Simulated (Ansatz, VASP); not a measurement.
## CdTe in VASP and in Ansatz

File INCAR:

```
PREC = Accurate
ENCUT = 520
EDIFF = 1E-6
ISMEAR = 0
SIGMA = 0.05
LREAL = False
LASPH = True
NELM = 60
ALGO = Normal
ISIF = 2
LWAVE = False
LCHARG = False
GGA = PE
NBANDS = 16
```

Contents of KPOINTS:

```
Automatic mesh
0
Gamma
  8 8 8
```

File POSCAR:

```
CdTe
1.0
    0.0000000000      3.3834133503      2.8759013477
    3.3834133503      0.0000000000      2.8759013477
    3.3834133503      3.3834133503      0.0000000000
Cd Te
1 1
Direct
    0.0000000000      0.0000000000      0.0000000000
    0.7500000000      0.7500000000      0.7500000000
```

Input for Ansatz:

```yaml
crystal:
  lattice:
    - [0.0, 3.3834133503, 2.8759013477]
    - [3.3834133503, 0.0, 2.8759013477]
    - [3.3834133503, 3.3834133503, 0.0]
  atoms:
    - { symbol: Cd, position: [0.0, 0.0, 0.0] }
    - { symbol: Te, position: [0.75, 0.75, 0.75] }
basis:
  ecutwfc: 420
kpoints:
  mp_grid: { grid: [8, 8, 8] }
hamiltonian:
  xc: pbe
scf:
  occupations: { method: gaussian, width: 0.05 }
output:
  forces: true
  stress: true
  eigenvalues: true
```

Alike in both runs: task single point; functional PBE; k mesh 8 × 8 × 8; occupations gaussian, width 0.05 eV; no spin polarisation.

|  | VASP | Ansatz |
| --- | --- | --- |
| version | VASP 6.6.1 | Ansatz 0.2.0 |
| potentials or method | VASP PAW PBE potentials, release 64 (Cd, Te) | scalar-relativistic, plane waves, PAW |
| plane-wave cutoff (eV) | 520 | 420 |
| valence electrons in the cell | 18 | 36 |

VASP gave:

| Property | Result |
| --- | --- |
| gap on the k mesh at the Fermi level (eV) | 0.55 |
| least direct gap on the mesh (eV) | 0.55 |
| pressure (GPa) | 3.8 |
| largest component of the traceless stress (GPa) | 0.89 |

**Question.** Which values does Ansatz return?

**Answer.** gap on the k mesh at the Fermi level (eV): 0.55; least direct gap on the mesh (eV): 0.55; pressure (GPa): 3.7; largest component of the traceless stress (GPa): 0.90.

With one functional, cell and mesh, what is left measures potentials, basis and numerics. The two sets of potentials don't hold the same shells in valence.

Caveats: spin-orbit coupling is left out, which moves the levels of the heavy elements. PBE gaps usually lie below the measured ones, often by a third to a half.
